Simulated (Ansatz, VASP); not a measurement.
## One calculation of C, two programs

```
C
1.0
    -1.24123    1.24123    1.24123
     1.24123   -1.24123    1.24123
     1.24123    1.24123   -1.24123
C
1
Cartesian
  0.0000 0.0000 0.0000
```

Alike in both runs: task single point; functional RPBE; k mesh 21 × 21 × 21; occupations fermi-dirac, width 0.1 eV; no spin polarisation.

```csv
,VASP,Ansatz
version,VASP 6.6.1,Ansatz 0.2.0
potentials or method,"VASP PAW PBE potentials, release 64 (C)","plane waves (420 eV) with PAW, scalar-relativistic"
plane-wave cutoff (eV),520,420
valence electrons in the cell,4,4
```

```csv
,VASP,Ansatz,Ansatz less VASP
pressure (GPa),-14.9,-15.0,-0.10
```

Caveats: the PAW data sets were made with another functional, which shifts forces and pressure a little (VASP).
